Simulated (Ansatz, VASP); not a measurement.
# One calculation of HfO2, two programs

```
Hf O
1.0
     3.57674    0.00000    0.00000
     0.00000    3.57674    0.00000
     0.00000    0.00000    5.20126
Hf O
2 4
Direct
  0.50000 0.50000 0.50000
  0.00000 0.00000 0.00000
  0.00000 0.50000 0.69637
  0.50000 0.00000 0.80363
  0.50000 0.00000 0.30363
  0.00000 0.50000 0.19637
```

Alike in both runs: functional r2SCAN; k mesh 6 × 6 × 6; occupations gaussian, width 0.02 eV; no spin polarisation.

Ansatz relaxed the structure, and its values are those at the end. VASP's run is a single point on that final structure, the one shown.

|  | VASP | Ansatz |
| --- | --- | --- |
| version | VASP 6.6.1 | Ansatz 0.2.0 |
| potentials or method | VASP PAW PBE potentials, release 64 (Hf_pv, O) | scalar-relativistic, plane waves, PAW |
| plane-wave cutoff (eV) | 520 | 500 |
| valence electrons in the cell | 44 | 76 |

```csv
,VASP,Ansatz,Ansatz less VASP
gap on the k mesh at the Fermi level (eV),5.24,5.26,+0.022
least direct gap on the mesh (eV),5.32,5.33,+0.015
pressure (GPa),-3.6,0.0,+3.58
rms of the force components (eV/Å),0.033,0.002,-0.0318
```

The two sets of potentials don't hold the same shells in valence.

Caveats: the PAW data sets were made with another functional, which shifts forces and pressure a little (VASP); spin-orbit coupling is left out, which moves the levels of the heavy elements. A k mesh can miss the band edges. r2SCAN opens gaps a little over a GGA but as a rule still falls short of measured ones.
